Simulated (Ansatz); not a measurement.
Crystal: Nb.

```
CELL_PARAMETERS angstrom
-1.66395 1.66395 1.66395
1.66395 -1.66395 1.66395
1.66395 1.66395 -1.66395
ATOMIC_POSITIONS crystal
Nb 0.00000 0.00000 0.00000
```

* Program: Ansatz 0.2.0
* Task: relaxation of cell and atoms
* Functional: revPBE
* Dispersion: D3(BJ)
* Potentials or basis: Ansatz PAW
* Cutoff: 420 eV (not typed: the program's choice for these potentials)
* k mesh: 11 × 11 × 11
* Occupations: fermi-dirac, width 0.05 eV
* Spin: no spin polarisation

At the start: volume 18.43 Å³/atom.

Problem. Where does the relaxation end?

Solution. It ends after 5 steps and the volume is 17.09 Å³/atom (-7.2 %); space group Im-3m (No. 229, to 0.05 Å).

The path:
```tsv
step	energy change (eV)	largest force (eV/Å)	volume (Å³)
1	0.0000	0.0000	18.43
2	-0.0531	0.0000	17.19
3	-0.0534	0.0000	17.09
4	-0.0534	0.0000	17.09
5	-0.0531	0.0000	17.09
```

Final structure:
```yaml
crystal:
  lattice:
    - [-1.62277, 1.62277, 1.62277]
    - [1.62277, -1.62277, 1.62277]
    - [1.62277, 1.62277, -1.62277]
  atoms:
    - { symbol: Nb, position: [0.00000, 0.00000, 0.00000] }
```

Caveat: the plane-wave basis is chosen anew once the cell has moved, so the energies of steps on either side of that aren't comparable; pairwise dispersion overbinds metals, which lowers pressure and volume; the PAW data sets come from PBE, with cores solved anew for the run's functional, which leaves a small shift of forces and pressure.
